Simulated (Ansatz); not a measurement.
# Searching the electronic states of Co

Is Co magnetic at this level, in which order, and do all starts find it? Single-point runs from several starts follow. Co is taken in the measured crystal structure (space group Fm-3m, primitive cell doubled), 2 atoms in the cell. Source: COD entry 9012927.

The COD cell was measured well above room temperature, so it is larger than a cold one.

Program: Ansatz 0.2.0. Level of theory: DFT PBE, PAW, plane waves, scalar-relativistic. These are calculated values, not measurements.

### Step 1. The system as given

It takes space group Fm-3m (No. 225, cubic). The conventional cell has a = 3.572 Å, b = 3.572 Å, c = 3.572 Å, α = 90.00°, β = 90.00°, γ = 90.00°. Around Co (site symmetry m-3m) lie 12 Co at 2.53 Å.

Coordinates:

```
Co
1.0
     3.57200    1.78600    1.78600
     1.78600    3.57200    1.78600
     1.78600    1.78600    3.57200
Co
2
Cartesian
  0.0000 0.0000 0.0000
  3.5720 3.5720 3.5720
```

In tables a label like Co2 counts atoms in the order of input.yaml; a structure file may count by element.

First come: parallel moments, plain SCF; opposed moments +-, plain SCF; no spin polarisation; spin on, no moments given (the program may seed its own), plain SCF. Further starts follow from what these give.

A plain SCF has the search for lower states switched off and ends at the first converged state. Ends within 0.2 meV/atom and 0.1 μB count as one state.

The total moment includes the space between the atomic spheres.

### Step 2. Parallel moments, plain SCF

input.yaml reads:

```yaml
crystal:
  lattice:
    - [3.572, 1.786, 1.786]
    - [1.786, 3.572, 1.786]
    - [1.786, 1.786, 3.572]
  atoms:
    - { symbol: Co, position: [0.0, 0.0, 0.0], spin: 3.0 }
    - { symbol: Co, position: [0.5, 0.5, 0.5], spin: 3.0 }
magnetization:
  spin_polarized: true
hamiltonian:
  xc: pbe
  pseudopotentials: { kind: paw }
basis:
  ecutwfc: 420
kpoints:
  mp_grid: { grid: [11, 11, 11] }
scf:
  occupations: { method: fermi_dirac, width: 0.05 }
  lower_state_search: "off"
output:
  forces: true
  stress: true
```

Log, shortened:

```text
basis.fft_grid_basis auto: the FFT boxes are laid along the combinations [[1, 0, -1], [0, 1, -1], [0, 0, 1]] of the cell's own vectors, 2.526, 2.526 and 4.375 Å long. The dense box has 18×18×30 points. Along the cell's own vectors, as sized, it would have 30×30×30, 2.78 times as many. [...]
Pseudopotentials: kind: paw
Pseudopotential: Co, paw, valence charge 17, recommended cutoff 420 eV (normal), Co.paw.azcp
Functional definition: PBE
[...]
Crystal: 2 atoms, lattice volume = 22.788 Å³
Basis set: ecut = 420 eV, 457 PW (Γ), FFT grids on a1−a3, a2−a3, a3, exchange–correlation on 36×36×60 points (8 copies of the dense FFT grid, shifted against one another)
Bands: 24, of which v1, the nominal top of the filled ones, is band 17 counted from 1 (16 counted from 0)
Symmetry: 24 space group operations
Space group: Fm-3m (ITA 225), of the structure as read, at distance tolerance 2.8e-5 Å
Magnetic group: BNS 225.116 (UNI 1618), of the structure as read, at distance tolerance 2.8e-5 Å
k-points: 146 of 1331
[...]
Starting moments: Σ|m| = 6 μB on 2 of 2 sites
[...]
SCF iter   1: F=—  HF=-10251.807878 eV  |F-HF|=—  |Δ(HF+E_count)|=         —  Δρ=1.16e-1 (↑1.16e-1 ↓7.58e-2)  dr2=2.85e-1  dr2_m=1.88e0  M=3.911 μB ∫|m|=4.103 μB  β_m=0.30  ethr=8.38e-4  ⟨swp⟩=1.0  Hψ=35906  notcnv=0
[...]
spin-set hold released at iteration 1 (the charge has settled, or the pull on large starting moments outlasts its swing): the magnetisation degrees of freedom join the quasi-Newton model from the next iteration; the mixer history was flushed
[...]
SCF iter  10: F=-10252.251661 eV  HF=-10252.251661 eV  |F-HF|=2.61e-9  |Δ(HF+E_count)|=   5.93e-9  Δρ=4.69e-6 (↑3.48e-6 ↓4.69e-6)  dr2=4.33e-9  dr2_m=4.76e-10  M=3.302 μB ∫|m|=3.626 μB  ethr=1.98e-10  ⟨swp⟩=1.8  Hψ=21031  notcnv=0
[...]
SCF converged after 10 iterations
an eigenvalue changed by more than its tolerance at an iteration that met the thresholds in force, so the SCF went on 1 time: the last check found none over its tolerance
Magnetization: 3.3015 μB (18.6508 up, 15.3492 down)
Absolute magnetization: 3.6269 μB (∫|ρ↑−ρ↓|, with the PAW one-centre terms)
Spin contamination: 0.0571 ħ² per cell (⟨S²⟩ above its minimum at these occupations)
Per-site moments (μB) at R_I (Å): [(1.7247176942780227, 1.0418864867393185), (1.724717694278023, 1.0418864867393185)]
Free energy (F): -10252.251661 eV
[...]
E sigma→0 (E₀):  -10252.240607 eV
Entropy (-TS):   -0.022106 eV (-11.053 meV/atom)
Fermi energy:    17.751106 eV
[...]
--- Forces (eV/Å), atoms counted from 1 ---
  atom   1  Co     0.00000000    -0.00000000     0.00000000
  atom   2  Co     0.00000000    -0.00000000    -0.00000000
[...]
--- Stress (GPa, compression-positive) ---
       -8.767741       0.068500       0.068500
        0.068500      -8.767741       0.068500
        0.068500       0.068500      -8.767741
  P = ⅓ Tr σ = -8.7677 GPa (-87.677 kbar)
```

It took 7.5 s on 2 threads of an Arm CPU, shared host; peak memory 0.37 GiB.

The state reached is ferromagnetic, site moments Co1 1.72, Co2 1.72 μB, total 3.30 μB per cell, no gap on the k-mesh.

### Step 3. Opposed moments +-, plain SCF

Changes to input.yaml since step 2:

```diff
@@ -7,3 +7,3 @@
     - { symbol: Co, position: [0.0, 0.0, 0.0], spin: 3.0 }
-    - { symbol: Co, position: [0.5, 0.5, 0.5], spin: 3.0 }
+    - { symbol: Co, position: [0.5, 0.5, 0.5], spin: -3.0 }
 magnetization:
```

Log:

```text
[... 12 lines as in an earlier run ...]
Symmetry: 12 space group operations
Space group: R-3m (ITA 166), of the structure as read, at distance tolerance 2.8e-5 Å
Magnetic group: BNS 166.102 (UNI 1332), of the structure as read, at distance tolerance 2.8e-5 Å
[... 5 lines as in an earlier run ...]
Starting moments: Σ|m| = 6 μB on 2 of 2 sites
Starting magnetic order: antiferromagnet; a translation exchanges its spin sublattices: spin-degenerate at every k-point
[... 2 lines as in an earlier run ...]
spin-down is spin-up translated by (0.5, 0.5, 0.5): one eigenproblem is solved per k-point and the antiferromagnetic symmetry of the starting moments is kept exactly by this SCF (crystal.symmetry.spin_inversion_symmetry: false solves both channels; [...]
iter 1 solved again at ethr=1.05e-3 eV; its pass at ethr=3.10e-3 eV (dr2=3.58e-1 eV) is discarded
SCF iter   1: F=—  HF=-10251.264404 eV  |F-HF|=—  |Δ(HF+E_count)|=         —  Δρ=1.14e-1 (↑1.14e-1 ↓1.14e-1)  dr2=3.58e-1  dr2_m=2.56e0  M=0.000 μB ∫|m|=3.943 μB  β_m=0.30  ethr=1.05e-3  ⟨swp⟩=1.2  Hψ=18180  notcnv=0
Mixer restart at iter 1: flushing history
preconditioner: auto → none  [metal: Δε(μ)=0.004 eV  Ē_g=10.534 eV  σ=0.050 eV  W_gap=0.02  n_scr=2 (ndim 8)  ℏωp=33.0 eV  f_vac=0.000  D(μ)=3.22/eV (n_scr^D=48)  sad-step TF]
[... 1 line as in an earlier run ...]
SCF iter   2: F=—  HF=-10251.425173 eV  |F-HF|=—  |Δ(HF+E_count)|=   1.61e-1  Δρ=8.99e-2 (↑8.99e-2 ↓8.99e-2)  dr2=5.80e-2  dr2_m=1.66e0  M=0.000 μB ∫|m|=3.780 μB  β_m=0.65  ethr=1.05e-3  ⟨swp⟩=2.0  Hψ=4380  notcnv=0
SCF iter   3: F=—  HF=-10252.292902 eV  |F-HF|=—  |Δ(HF+E_count)|=   8.68e-1  Δρ=7.41e-2 (↑7.41e-2 ↓7.41e-2)  dr2=2.29e0  dr2_m=1.80e-1  M=0.000 μB ∫|m|=3.149 μB  β_m=0.48  ethr=1.71e-4  ⟨swp⟩=3.1  Hψ=8669  notcnv=0  defer=89
SCF iter   4: F=—  HF=-10251.797674 eV  |F-HF|=—  |Δ(HF+E_count)|=   4.95e-1  Δρ=1.61e-2 (↑1.61e-2 ↓1.61e-2)  dr2=2.72e-2  dr2_m=3.69e-2  M=0.000 μB ∫|m|=2.905 μB  β_m=0.74  ethr=1.71e-4  ⟨swp⟩=3.2  Hψ=8736  notcnv=0  defer=128
SCF iter   5: F=—  HF=-10251.815012 eV  |F-HF|=—  |Δ(HF+E_count)|=   1.73e-2  Δρ=7.97e-3 (↑7.97e-3 ↓7.97e-3)  dr2=1.54e-2  dr2_m=5.93e-3  M=0.000 μB ∫|m|=2.698 μB  β_m=0.87  ethr=8.00e-5  ⟨swp⟩=2.7  Hψ=6521  notcnv=0  defer=127
SCF iter   6: F=—  HF=-10251.817066 eV  |F-HF|=—  |Δ(HF+E_count)|=   2.05e-3  Δρ=2.90e-3 (↑2.90e-3 ↓2.90e-3)  dr2=9.36e-4  dr2_m=7.96e-4  M=0.000 μB ∫|m|=2.578 μB  β_m=0.77  ethr=4.53e-5  ⟨swp⟩=2.0  Hψ=5480  notcnv=0  defer=127
SCF iter   7: F=—  HF=-10251.817300 eV  |F-HF|=—  |Δ(HF+E_count)|=   2.34e-4  Δρ=1.57e-3 (↑1.57e-3 ↓1.57e-3)  dr2=6.87e-4  dr2_m=1.86e-4  M=0.000 μB ∫|m|=2.537 μB  β_m=0.89  ethr=2.75e-6  ⟨swp⟩=2.2  Hψ=5678  notcnv=0  defer=127
SCF iter   8: F=—  HF=-10251.817589 eV  |F-HF|=—  |Δ(HF+E_count)|=   2.88e-4  Δρ=6.62e-4 (↑6.62e-4 ↓6.62e-4)  dr2=1.55e-4  dr2_m=1.82e-5  M=0.000 μB ∫|m|=2.500 μB  β_m=0.94  ethr=2.02e-6  ⟨swp⟩=2.1  Hψ=4898  notcnv=0  defer=127
SCF iter   9: F=—  HF=-10251.817606 eV  |F-HF|=—  |Δ(HF+E_count)|=   1.75e-5  Δρ=4.18e-4 (↑4.18e-4 ↓4.18e-4)  dr2=5.34e-5  dr2_m=1.24e-5  M=0.000 μB ∫|m|=2.499 μB  β_m=0.97  ethr=4.57e-7  ⟨swp⟩=1.0  Hψ=3409  notcnv=0  defer=127
SCF iter  10: F=—  HF=-10251.817607 eV  |F-HF|=—  |Δ(HF+E_count)|=   1.17e-6  Δρ=9.99e-5 (↑9.99e-5 ↓9.99e-5)  dr2=1.24e-7  dr2_m=1.90e-6  M=0.000 μB ∫|m|=2.501 μB  β_m=0.99  ethr=1.57e-7  ⟨swp⟩=2.4  Hψ=5253  notcnv=0  defer=127
SCF iter  11: F=—  HF=-10251.817610 eV  |F-HF|=—  |Δ(HF+E_count)|=   2.53e-6  Δρ=4.15e-5 (↑4.15e-5 ↓4.15e-5)  dr2=5.54e-7  dr2_m=4.65e-8  M=0.000 μB ∫|m|=2.505 μB  β_m=0.99  ethr=2.94e-10  ⟨swp⟩=4.9  Hψ=12347  notcnv=0
SCF iter  12: F=-10251.817610 eV  HF=-10251.817610 eV  |F-HF|=2.90e-9  |Δ(HF+E_count)|=   1.32e-8  Δρ=6.60e-6 (↑6.60e-6 ↓6.60e-6)  dr2=6.79e-9  dr2_m=6.75e-9  M=0.000 μB ∫|m|=2.505 μB  ethr=2.94e-10  ⟨swp⟩=2.0  Hψ=12317  notcnv=0
SCF 1 converged in 12 iterations: F = -10251.817610 eV  dr2 = 6.79e-9
SCF converged after 12 iterations
Magnetization: 0.0000 μB (17.0000 up, 17.0000 down)
Absolute magnetization: 2.5052 μB (∫|ρ↑−ρ↓|, with the PAW one-centre terms)
Spin contamination: 0.9579 ħ² per cell (⟨S²⟩ above its minimum at these occupations)
Per-site moments (μB) at R_I (Å): [(1.2251188064558773, 1.0418864867393185), (-1.2251188064558773, 1.0418864867393185)]
Free energy (F): -10251.817610 eV
Harris-Foulkes:  -10251.817610 eV  (|F-HF|=2.90e-9)
Internal energy: -10251.778431 eV  (E = F + TS)
E sigma→0 (E₀):  -10251.798020 eV
Entropy (-TS):   -0.039179 eV (-19.589 meV/atom)
Fermi energy:    17.599145 eV
--- Per-component energies (eV) ---
  E_band       = -522.876951
  E_kinetic    = 904.475789
  E_local      = -5801.661674  (includes V_loc(G=0)·N_el)
  E_nonlocal   = 907.450551
  E_hartree    = 2425.391958
  E_xc         = -316.957692
  E_vxc        = -408.941523  (∫ρ·V_xc dr)
  E_paw        = -3028.962313  (= ΣΔE_a)
  E_vpaw       = -974.992269  (= ΣTr[D̂ρ^β])
  E_aug_tail   = 0.000141  (compensation charges beyond the density's cutoff)
  E_ewald      = -5341.515190
  E_smearing   = -0.039179  (= −TS)
  E_closure    = -0.000000  (closes the sum)
  Σ components = -10251.817610   (vs F -10251.817610, Δ=0.00e0)
--- Forces (eV/Å), atoms counted from 1 ---
  atom   1  Co    -0.00000000     0.00000000    -0.00000000
  atom   2  Co     0.00000000     0.00000000     0.00000000
  max |Σ_I F_I| component: 1.77e-28 eV/Å
--- Stress (GPa, compression-positive) ---
      -12.752961       1.496384       1.496384
        1.496384     -12.752961       1.496384
        1.496384       1.496384     -12.752961
  P = ⅓ Tr σ = -12.7530 GPa (-127.530 kbar)
```

It took 4.4 s on 2 threads of an Arm CPU, shared host; peak memory 0.37 GiB.

Result: antiferromagnetic (magnetic neighbours of Co1 with a moment over 0.3 of its own that point the other way: 6 of 12 at 2.53 Å, 6 of 6 at 3.57 Å), site moments Co1 1.23, Co2 -1.23 μB, total 0.00 μB per cell, no gap on the k-mesh. Against step 2, the lowest until now, it is 217 meV/atom higher.

### Step 4. No spin polarisation

Changes to input.yaml since step 3:

```diff
@@ -6,6 +6,4 @@
   atoms:
-    - { symbol: Co, position: [0.0, 0.0, 0.0], spin: 3.0 }
-    - { symbol: Co, position: [0.5, 0.5, 0.5], spin: -3.0 }
-magnetization:
-  spin_polarized: true
+    - { symbol: Co, position: [0.0, 0.0, 0.0] }
+    - { symbol: Co, position: [0.5, 0.5, 0.5] }
 hamiltonian:
```

Log, shortened:

```text
[... 11 lines as in an earlier run ...]
Bands: 21, of which v1, the nominal top of the filled ones, is band 17 counted from 1 (16 counted from 0)
[... 6 lines as in an earlier run ...]
[...]
[... 2 lines as in an earlier run ...]
SCF iter   1: F=—  HF=-10251.770413 eV  |F-HF|=—  |Δ(HF+E_count)|=         —  Δρ=3.47e-3  dr2=5.04e-4  ethr=1.77e-3  ⟨swp⟩=4.9  Hψ=11534  notcnv=0
[...]
SCF iter   6: F=-10251.771243 eV  HF=-10251.771243 eV  |F-HF|=4.93e-10  |Δ(HF+E_count)|=   3.51e-8  Δρ=4.11e-6  dr2=1.44e-9  ethr=6.02e-11  ⟨swp⟩=2.0  Hψ=9752  notcnv=0
[...]
SCF converged after 6 iterations
Free energy (F): -10251.771243 eV
[...]
E sigma→0 (E₀):  -10251.748655 eV
Entropy (-TS):   -0.045175 eV (-22.588 meV/atom)
Fermi energy:    17.447067 eV
[...]
--- Forces (eV/Å), atoms counted from 1 ---
  atom   1  Co     0.00000000     0.00000000     0.00000000
  atom   2  Co    -0.00000000     0.00000000     0.00000000
[...]
--- Stress (GPa, compression-positive) ---
      -20.093943      -0.081451      -0.081451
       -0.081451     -20.093943      -0.081451
       -0.081451      -0.081451     -20.093943
  P = ⅓ Tr σ = -20.0939 GPa (-200.939 kbar)
```

Run time: 2.1 s. Hardware: 2 threads of an Arm CPU, shared host; peak memory 0.33 GiB.

Result: non-magnetic (no spin polarisation), no gap on the k-mesh. Against step 2, the lowest until now, it is 240 meV/atom higher.

(Part 1 of 2 ends here.)
